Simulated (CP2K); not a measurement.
Crystal: BN.

```
N B
1.0
     2.49824    0.00000    0.00000
    -1.24912    2.16354    0.00000
     0.00000    0.00000    6.63570
N B
2 2
Cartesian
  1.2491 0.7212 1.6589
  0.0000 1.4424 4.9768
  1.2491 0.7212 4.9768
  0.0000 1.4424 1.6589
```

Base run:

| Item | Value |
| --- | --- |
| Program | CP2K 2026.2 |
| Functional | RPBE |
| Potentials or basis | POTENTIAL_UZH N GTH-PBE-q5, B GTH-PBE-q3; TZVP-MOLOPT-PBE-GTH basis |
| Density cutoff | 9184 eV |
| k mesh | 12 × 12 × 4 |
| Occupations | fermi-dirac, width 0.05 eV |
| Spin | no spin polarisation |

Its results: band gap on the k mesh 4.40 eV, indirect (least direct gap 4.69 eV); pressure 6.3 GPa.

**Question.** After a change of settings the same cell gave: band gap on the k mesh 4.74 eV, indirect (least direct gap 5.18 eV); pressure 0.9 GPa. Which change was it?
A. functional from RPBE to PBE
B. functional from RPBE to BEEF-vdW
C. functional from RPBE to MS2
D. functional from RPBE to optB88-vdW

**Answer.** C.

MS2 gives the wider gap, since meta-GGAs in the generalised Kohn-Sham scheme recover part of the derivative discontinuity.

Caveats: the potentials were made for another functional, which shifts forces and pressure; the basis of atomic orbitals isn't converged, which shifts pressures, moduli and gaps; this functional lacks dispersion, which binds the layers, so the pressure and a relaxed spacing across them are unreliable (some runs).
